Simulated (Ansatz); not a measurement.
A run of Ansatz 0.2.0:

Contents of run.py:

```python
import json

import numpy as np

import ansatz as az

calculation = (
    az.Crystal.from_extxyz("ZrN.xyz")
    .calculation()
    .kpoints(6, 6, 6)
    .functional("wpbeh")
    .pseudopotentials(kind="paw")
    .scf(extra_bands=6)
    .occupations(method="methfessel_paxton", width=0.1)
    .density_of_states(energy_step=0.05, projected=True)
    .forces()
    .stress()
    .band_table(publish=True)
)
outcome = calculation.run(threads=2, events_out="events.jsonl")

report = outcome.report
for line in open("events.jsonl"):
    event = json.loads(line)
    if event["event"] == "scf_iter":
        d = event["data"]
        print(f"SCF {d['iter']:3d}  HF = {d['harris_foulkes_ev']:.6f} eV  dr2 = {d['dr2_ev']:.2e} eV")
    elif event["event"] in ("relax_step", "md_step"):
        d = event["data"]
        print(f"{event['event']} {d['step']:3d}  E = {d['lagrangian_ev']:.6f} eV")
np.set_printoptions(precision=5, suppress=True, linewidth=110)
print("converged:", report["converged"], "after", report["n_iterations"], "iterations")
print(f"free energy {report['free_energy_ev']:.6f} eV, Fermi level {report['fermi_energy_ev']:.4f} eV")
for key in ("band_edges_ev", "magnetization_mub", "site_moments_mub", "site_moments_nc_mub", "forces_ev_ang",
                "stress_gpa"):
    if report.get(key) is not None:
        print(key, np.array(report[key]), sep="\n")
```

ZrN.xyz

```xyz
2
Lattice="0.0000000000 2.3000000000 2.3000000000 2.3000000000 0.0000000000 2.3000000000 2.3000000000 2.3000000000 0.0000000000" Properties=species:S:1:pos:R:3 pbc="T T T"
Zr     2.3000000000      2.3000000000      2.3000000000
N      0.0000000000      0.0000000000      0.0000000000
```

Potentials or basis: Ansatz PAW.

The run is started by

```console
$ python run.py
```

Hardware: 2 threads of Arm Neoverse V2, with other jobs on the host.

How long does it take, and how much memory?

Run time: 12 s on 2 threads of Arm Neoverse V2, on a shared host, peak memory 0.93 GiB. Counts: scf iterations 17, plane waves 531, k points 16, bands 15, engine runs 1.
